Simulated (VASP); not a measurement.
# InP (F-43m) in VASP: a series of runs

Runs on InP. Level: PBE. Tasks: G0W0 quasiparticle levels.

All numbers are computed with VASP 6.6.1; they aren't measurements. Logs are shortened: lines on timing, memory, paths and dates and some standing lists are left out, and cuts for length are marked.

## (1) The structure

Symmetry: F-43m, No. 216, cubic system. Conventional cell: a = 5.861 Å, b = 5.861 Å, c = 5.861 Å, α = 90.00°, β = 90.00°, γ = 90.00°. Around In (site symmetry -43m) lie 4 P at 2.54 Å. P (site symmetry -43m) is surrounded by 4 In at 2.54 Å.

## (2) G0W0 quasiparticle levels, PBE

The input, POSCAR:

```
InP
1.0
    0.0000000000      2.9305000000      2.9305000000
    2.9305000000      0.0000000000      2.9305000000
    2.9305000000      2.9305000000      0.0000000000
In P
1 1
Direct
    0.0000000000      0.0000000000      0.0000000000
    0.7500000000      0.7500000000      0.7500000000
```

The input, INCAR.step1:

```
PREC = Accurate ; ENCUT = 450
EDIFF = 1E-8 ; ISMEAR = 0
SIGMA = 0.01 ; LREAL = False
LASPH = True ; NELM = 60
ALGO = Fast ; LWAVE = True
LCHARG = False ; GGA = PE
```

The input, INCAR.step2:

```
PREC = Accurate ; ENCUT = 450
EDIFF = 1E-8 ; ISMEAR = 0
SIGMA = 0.01 ; LREAL = False
LASPH = True ; NELM = 1
ALGO = Exact ; LWAVE = True
LCHARG = False ; GGA = PE
NBANDS = 310 ; LOPTICS = True
ISTART = 1
```

The input, INCAR.step3:

```
PREC = Accurate ; ENCUT = 450
EDIFF = 1E-8 ; ISMEAR = 0
SIGMA = 0.01 ; LREAL = False
LASPH = True ; ALGO = EVGW0
LWAVE = False ; LCHARG = False
GGA = PE ; NELMGW = 1
NBANDS = 310 ; ENCUTGW = 260
NOMEGA = 48 ; PRECFOCK = Fast
ISTART = 1 ; NBANDSGW = 17
```

The input, KPOINTS:

```
regular mesh
0
Gamma
  4 4 4
```

Potentials or basis: VASP PAW PBE potentials, release 64 (In_d_GW, P_GW).

Started as:

```
> cat potpaw_PBE.64/In_d_GW/POTCAR potpaw_PBE.64/P_GW/POTCAR > POTCAR
> cp INCAR.step1 INCAR
> mpirun -np 1 vasp_std > vasp.out
> cp INCAR.step2 INCAR
> mpirun -np 1 vasp_std > vasp.out
> cp INCAR.step3 INCAR
> mpirun -np 1 vasp_std > vasp.out
```

OUTCAR:

```text
PREC = Accurate
   ENCUT = 450
   EDIFF = 1E-8
   ISMEAR = 0
   LREAL = False
   LASPH = True
   GGA = PE
   NELMGW = 1
   ENCUTGW = 260
   PRECFOCK = Fast
   ISTART = 1

 Found      8 irreducible k-points:

 Following reciprocal coordinates:
            Coordinates               Weight
  0.000000  0.000000  0.000000      1.000000
  0.250000  0.000000  0.000000      8.000000
  0.500000  0.000000  0.000000      4.000000
  0.250000  0.250000  0.000000      6.000000
  0.500000  0.250000  0.000000     24.000000
 -0.250000  0.250000  0.000000     12.000000
   k-points           NKPTS =      8   k-points in BZ     NKDIM =     64   number of bands    NBANDS=    310
   number of dos      NEDOS =    301   number of ions     NIONS =      2
   total plane-waves  NPLWV =  27000
   dimension x,y,z NGX =    30 NGY =   30 NGZ =   30
   dimension x,y,z NGXF=    60 NGYF=   60 NGZF=   60
   ions per type =               1   1
   NGX,Y,Z   is equivalent  to a cutoff of  12.03, 12.03, 12.03 a.u.
   NGXF,Y,Z  is equivalent  to a cutoff of  24.07, 24.07, 24.07 a.u.
 SYSTEM =  unknown system
   PREC   = accura    normal or accurate (medium, high low for compatibility)
   ISTART =      1    job   : 0-new  1-cont  2-samecut
   ICHARG =      0    charge: 1-file 2-atom 10-const
   ISPIN  =      1    spin polarized calculation?
   LNONCOLLINEAR =      F non collinear calculations
   LSORBIT =      F    spin-orbit coupling
   LASPH  =      T    aspherical Exc in radial PAW
   ENCUT  =  450.0 eV  33.07 Ry    5.75 a.u.   7.17  7.17  7.17*2*pi/ulx,y,z
   NELM   =     60;   NELMIN=  2; NELMDL=  0     # of ELM steps
   EDIFF  = 0.1E-07   stopping-criterion for ELM
   LREAL  =      F    real-space projection
   EDIFFG = 0.1E-06   stopping-criterion for IOM
   NSW    =      0    number of steps for IOM
   IBRION =     -1    ionic relax: 0-MD 1-quasi-New 2-CG
   NFREE  =      0    steps in history (QN), initial steepest desc. (CG)
   ISIF   =      0    stress and relaxation
   ISYM   =      3    0-nonsym 1-usesym 2-fastsym
   POTIM  = 0.5000    time-step for ionic-motion
   TEBEG  =    0.0;   TEEND  =   0.0 temperature during run
   PSTRESS=    0.0 pullay stress
   NELECT =      18.0000    total number of electrons
   NUPDOWN=      -1.0000    fix difference up-down
   EMIN   =  10.00;   EMAX   =-10.00  energy-range for DOS
   EFERMI =   0.00;   METHOD = LEGACY
   ISMEAR =     0;   SIGMA  =   0.01  broadening in eV -4-tet -1-fermi 0-gaus
   EFERMI_NEDOS =   21; number of points for ismear=-14 and -15
   IALGO  =     38    algorithm
   IMIX   =      4    mixing-type and parameters
     AMIX     =   0.40;   BMIX     =  1.00
     AMIX_MAG =   1.60;   BMIX_MAG =  1.00
  volume/ion in A,a.u.               =      25.17       169.83
  Fermi-wavevector in a.u.,A,eV,Ry     =   1.162021  2.195901 18.371846  1.350293
  Thomas-Fermi vector in A             =   2.298587
   LORBIT       =      0    0 simple, 1 ext, 2 COOP (PROOUT), +10 PAW based schemes
   GGA     = PE    functional components
   LHFCALC =     T    Hartree Fock is set to
   PRECFOCK=fast      Normal, Fast or Accurate (Low or Medium for compatibility)
   ENCUT4O =  -1.0   cutoff for four orbital integrals eV
   NKREDX  =     1    reduce k-point grid by
   NKREDY  =     1    reduce k-point grid by
   NKREDZ  =     1    reduce k-point grid by
   AEXX    =    1.0000 exact exchange contribution
   HFSCREEN=    0.0000 screening length (either q_TF or 0.3 A-1)
   HFSCREENC=   0.0000 screening length for correlation (either q_TF or 0.3 A-1)
   ENCUTFOCK=  -1.0 apply spherical cutoff to Coloumb kernel
   IVDW    =     0    specifies the selected vdW correction
   LEPSILON=     F    determine dielectric tensor
   LRPA    =     F    only Hartree local field effects (RPA)
   LRPAFORCE           =     F    calculate RPA forces
   ENCUTGW             = 260.0    cutoff for response function in eV
   ENCUTGWSOFT         = 208.0    soft cutoff for Coulomb kernel in GW response function in eV
   ENCUTLF             =  -1.0    cutoff for local field effects
   NELMGW              =     1    number of iterations in solving QP/BSE equation
   NELMHF              =     1    number of iterations in the inner HF iteration
   NKREDLFX            =     1    NKREDLFY  =   1   NKREDLFZ  =   1
 non-spin polarized calculation
 Gauss-broadening in eV      SIGMA  =   0.01
  energy-cutoff  :      450.00
  volume of cell :       50.33
 maximum number of plane-waves:      1106
 NGX is ok and might be reduce to    30
  NGX = 16; NGY = 16; NGZ = 16
   NGX = 15   NGY = 15   NGZ = 15
 maximum number of plane-waves:       531

 QP shifts <psi_nk| G(iteration)W_0 |psi_nk>: iteration 1
 for sc-GW calculations column KS-energies equals QP-energies in previous step
 and V_xc(KS)=  KS-energies - (<T + V_ion + V_H > + <T+V_H+V_ion>^1  + <V_x>^1)

 k-point   1 :       0.0000    0.0000    0.0000
  band No.  KS-energies  QP-energies   sigma(KS)   V_xc(KS)     V^pw_x(r,r')   Z            occupation Imag(sigma)

      1     -10.2904     -12.7153     -20.0770     -16.5953     -25.3090       0.6965       2.0000      -0.7071
      2     -10.2904     -12.7153     -20.0770     -16.5953     -25.3090       0.6965       2.0000      -0.7071
      3     -10.2904     -12.7153     -20.0770     -16.5953     -25.3090       0.6965       2.0000      -0.7071
      4     -10.1409     -12.6037     -20.2157     -16.6832     -25.3349       0.6972       2.0000      -0.7797
      5     -10.1409     -12.6037     -20.2157     -16.6832     -25.3349       0.6972       2.0000      -0.7797
      6      -7.5659      -8.0881     -12.1588     -11.2996     -18.2671       0.6078       2.0000       0.5254
[... 9 lines left out ...]
     16      13.3518      13.4025     -10.1589     -10.2280      -4.5878       0.7328       0.0000      -0.3775
     17      15.1247      14.8385      -7.9812      -7.5959      -2.2681       0.7426       0.0000      -0.5032

 k-point   2 :       0.2500    0.0000    0.0000
  band No.  KS-energies  QP-energies   sigma(KS)   V_xc(KS)     V^pw_x(r,r')   Z            occupation Imag(sigma)

      1     -10.3508     -12.6963     -19.8459     -16.4565     -25.1664       0.6920       2.0000      -0.6697
      2     -10.2674     -12.6993     -20.1065     -16.6199     -25.3284       0.6975       2.0000      -0.7121
      3     -10.2674     -12.6993     -20.1065     -16.6199     -25.3284       0.6975       2.0000      -0.7121
      4     -10.1384     -12.6044     -20.2163     -16.6862     -25.3405       0.6986       2.0000      -0.7782
      5     -10.1384     -12.6044     -20.2163     -16.6862     -25.3405       0.6986       2.0000      -0.7782
      6      -6.8894      -7.4921     -12.5317     -11.5993     -18.3346       0.6463       2.0000       0.4842
[... 9 lines left out ...]
     16      13.0806      12.7485      -7.8217      -7.3769      -2.3430       0.7466       0.0000      -0.3608
     17      16.3217      16.1106      -9.0476      -8.7622      -2.9169       0.7399       0.0000      -0.6125

 k-point   3 :       0.5000    0.0000    0.0000
  band No.  KS-energies  QP-energies   sigma(KS)   V_xc(KS)     V^pw_x(r,r')   Z            occupation Imag(sigma)

      1     -10.4061     -12.6913     -19.6680     -16.3509     -25.0568       0.6889       2.0000      -0.6394
      2     -10.2521     -12.6873     -20.1186     -16.6280     -25.3284       0.6976       2.0000      -0.7178
      3     -10.2521     -12.6873     -20.1186     -16.6280     -25.3284       0.6976       2.0000      -0.7178
      4     -10.1274     -12.5956     -20.2353     -16.7070     -25.3658       0.6995       2.0000      -0.7766
      5     -10.1274     -12.5956     -20.2353     -16.7070     -25.3658       0.6995       2.0000      -0.7766
      6      -5.8392      -6.4875     -13.1992     -12.2262     -18.6129       0.6662       2.0000       0.3594
[... 9 lines left out ...]
     16      14.5379      14.5835     -10.3027     -10.3644      -4.2175       0.7403       0.0000      -0.5273
     17      16.2771      16.2810     -10.3667     -10.3719      -3.8747       0.7415       0.0000      -0.7293

 k-point   4 :       0.2500    0.2500    0.0000
  band No.  KS-energies  QP-energies   sigma(KS)   V_xc(KS)     V^pw_x(r,r')   Z            occupation Imag(sigma)

      1     -10.3903     -12.7183     -19.7827     -16.4169     -25.1289       0.6917       2.0000      -0.6568
      2     -10.2398     -12.6805     -20.1493     -16.6542     -25.3626       0.6983       2.0000      -0.7192
      3     -10.2398     -12.6805     -20.1493     -16.6542     -25.3626       0.6983       2.0000      -0.7192
      4     -10.1642     -12.6134     -20.1627     -16.6416     -25.2921       0.6955       2.0000      -0.7719
      5     -10.1236     -12.5952     -20.2344     -16.7036     -25.3582       0.7000       2.0000      -0.7793
      6      -6.6668      -7.2671     -12.5864     -11.6569     -18.3087       0.6458       2.0000       0.4708
[... 9 lines left out ...]
     16      16.0447      15.8679      -9.1685      -8.9320      -3.0002       0.7476       0.0000      -0.6035
     17      17.1729      16.9193      -8.3468      -8.0064      -2.3680       0.7450       0.0000      -0.6601

 k-point   5 :       0.5000    0.2500    0.0000
  band No.  KS-energies  QP-energies   sigma(KS)   V_xc(KS)     V^pw_x(r,r')   Z            occupation Imag(sigma)

      1     -10.4293     -12.7029     -19.6532     -16.3487     -25.0609       0.6880       2.0000      -0.6316
      2     -10.2292     -12.6728     -20.1482     -16.6506     -25.3509       0.6986       2.0000      -0.7263
      3     -10.2167     -12.6665     -20.1751     -16.6778     -25.3776       0.7005       2.0000      -0.7247
      4     -10.1608     -12.6154     -20.1704     -16.6503     -25.3051       0.6973       2.0000      -0.7707
      5     -10.1199     -12.5926     -20.2373     -16.7100     -25.3659       0.7010       2.0000      -0.7784
      6      -5.5794      -6.2130     -13.1997     -12.2482     -18.5394       0.6659       2.0000       0.3402
[... 9 lines left out ...]
     16      15.8723      15.9055     -10.5290     -10.5741      -4.1232       0.7354       0.0000      -0.6642
     17      16.2133      15.9986      -8.7070      -8.4206      -2.7032       0.7494       0.0000      -0.5852

 k-point   6 :      -0.2500    0.2500    0.0000
  band No.  KS-energies  QP-energies   sigma(KS)   V_xc(KS)     V^pw_x(r,r')   Z            occupation Imag(sigma)

      1     -10.4007     -12.6893     -19.6995     -16.3782     -25.0909       0.6891       2.0000      -0.6390
      2     -10.2451     -12.6816     -20.1285     -16.6325     -25.3324       0.6969       2.0000      -0.7250
      3     -10.2374     -12.6761     -20.1497     -16.6582     -25.3636       0.6985       2.0000      -0.7178
      4     -10.1422     -12.6012     -20.2025     -16.6763     -25.3296       0.6973       2.0000      -0.7771
      5     -10.1359     -12.6001     -20.2147     -16.6868     -25.3448       0.6985       2.0000      -0.7767
      6      -5.9702      -6.5993     -12.9931     -12.0362     -18.4557       0.6574       2.0000       0.3839
[... 9 lines left out ...]
     16      15.7384      15.7555     -10.4032     -10.4265      -4.0350       0.7340       0.0000      -0.6181
     17      16.1335      15.9579      -8.9801      -8.7448      -2.8986       0.7464       0.0000      -0.5947

 [... further k-points ...]
```

It took 6.8 min on 1 thread of Intel Xeon 6975P-C (Granite Rapids), shared host; peak memory 0.99 GiB.

These settings aren't checked as converged: the numbers below hold their error.

Results:

```
Band gap on the k mesh, mean-field level : 0.70 eV, direct
Quasiparticle gap                        : 1.24 eV
Least direct quasiparticle gap           : 1.24 eV
```

Caveat: the k mesh is coarse (spacing up to 0.46 Å⁻¹), so the values aren't converged; bands, screening cutoff and mesh are small and nothing is extrapolated, so the quasiparticle values aren't converged; spin-orbit coupling is left out, which moves the levels of the heavy elements.

## (3) G0W0 quasiparticle levels, PBE

POSCAR is that of step 2.

INCAR.step1 is that of step 2.

Edit INCAR.step2 of step 2 so:

```diff
@@ -6,3 +6,3 @@
 LCHARG = False ; GGA = PE
-NBANDS = 310 ; LOPTICS = True
+NBANDS = 69 ; LOPTICS = True
 ISTART = 1
```

Edit INCAR.step3 of step 2 so:

```diff
@@ -6,3 +6,3 @@
 GGA = PE ; NELMGW = 1
-NBANDS = 310 ; ENCUTGW = 260
+NBANDS = 69 ; ENCUTGW = 75
 NOMEGA = 48 ; PRECFOCK = Fast
```

The input, KPOINTS:

```
regular mesh
0
Gamma
  3 3 3
```

Potentials or basis: VASP PAW PBE potentials, release 64 (In_d_GW, P_GW).

Started as:

```
> cat potpaw_PBE.64/In_d_GW/POTCAR potpaw_PBE.64/P_GW/POTCAR > POTCAR
> cp INCAR.step1 INCAR
> mpirun -np 1 vasp_std > vasp.out
> cp INCAR.step2 INCAR
> mpirun -np 1 vasp_std > vasp.out
> cp INCAR.step3 INCAR
> mpirun -np 1 vasp_std > vasp.out
```

OUTCAR:

```text
PREC = Accurate
   ENCUT = 450
   EDIFF = 1E-8
   ISMEAR = 0
   LREAL = False
   LASPH = True
   GGA = PE
   NELMGW = 1
   ENCUTGW = 75
   PRECFOCK = Fast
   ISTART = 1

 Found      4 irreducible k-points:

 Following reciprocal coordinates:
            Coordinates               Weight
  0.000000  0.000000  0.000000      1.000000
  0.333333  0.000000  0.000000      8.000000
[... 60 lines left out ...]
   ENCUTGW             =  75.0    cutoff for response function in eV
   ENCUTGWSOFT         =  60.0    soft cutoff for Coulomb kernel in GW response function in eV
   ENCUTLF             =  -1.0    cutoff for local field effects
   NELMGW              =     1    number of iterations in solving QP/BSE equation
   NELMHF              =     1    number of iterations in the inner HF iteration
   NKREDLFX            =     1    NKREDLFY  =   1   NKREDLFZ  =   1
 non-spin polarized calculation
 Gauss-broadening in eV      SIGMA  =   0.01
  energy-cutoff  :      450.00
  volume of cell :       50.33
 maximum number of plane-waves:      1113
 NGX is ok and might be reduce to    30
  NGX = 16; NGY = 16; NGZ = 16
   NGX = 15   NGY = 15   NGZ = 15
 maximum number of plane-waves:        76
 NGX is ok and might be reduce to    14

 QP shifts <psi_nk| G(iteration)W_0 |psi_nk>: iteration 1
 for sc-GW calculations column KS-energies equals QP-energies in previous step
 and V_xc(KS)=  KS-energies - (<T + V_ion + V_H > + <T+V_H+V_ion>^1  + <V_x>^1)

 k-point   1 :       0.0000    0.0000    0.0000
  band No.  KS-energies  QP-energies   sigma(KS)   V_xc(KS)     V^pw_x(r,r')   Z            occupation Imag(sigma)

      1     -10.2935     -11.9828     -18.9899     -16.5971     -25.3299       0.7060       2.0000       0.4217
      2     -10.2935     -11.9828     -18.9899     -16.5971     -25.3299       0.7060       2.0000       0.4217
      3     -10.2935     -11.9828     -18.9899     -16.5971     -25.3299       0.7060       2.0000       0.4217
      4     -10.1478     -11.8515     -19.1028     -16.6818     -25.3438       0.7037       2.0000       0.3468
      5     -10.1478     -11.8515     -19.1028     -16.6818     -25.3438       0.7037       2.0000       0.3468
      6      -7.4964      -7.7090     -11.6070     -11.2913     -18.2327       0.6733       2.0000       1.0903
[... 59 lines left out ...]
      3     -10.2154     -11.9146     -19.0904     -16.6901     -25.4093       0.7079       2.0000       0.4047
      4     -10.1615     -11.8580     -19.0718     -16.6581     -25.3238       0.7029       2.0000       0.3482
      5     -10.1360     -11.8363     -19.1032     -16.6913     -25.3551       0.7050       2.0000       0.3431
      6      -5.2477      -5.4565     -12.7313     -12.4205     -18.6365       0.6719       2.0000       0.7406
[... 9 lines left out ...]
     16      17.1146      17.3323      -8.8422      -9.1331      -3.0451       0.7487       0.0000      -0.5595
     17      17.9823      18.2748      -9.2080      -9.6029      -3.1821       0.7406       0.0000      -0.7089
```

It took 37 s on 1 thread of Intel Xeon 6975P-C (Granite Rapids), shared host; peak memory 0.32 GiB.

The run converged, but some of its settings lie outside the range that counts as converged, so its numbers aren't taken as properties of the crystal.

What came out:

```yaml
Band_gap_on_the_k_mesh_mean-field_level: 0.67 eV, direct
Quasiparticle_gap: 1.18 eV
Least_direct_quasiparticle_gap: 1.18 eV
```

Caveat: the k mesh is coarse (spacing up to 0.62 Å⁻¹), so the values aren't converged; bands, screening cutoff and mesh are small and nothing is extrapolated, so the quasiparticle values aren't converged; spin-orbit coupling is left out, which moves the levels of the heavy elements.
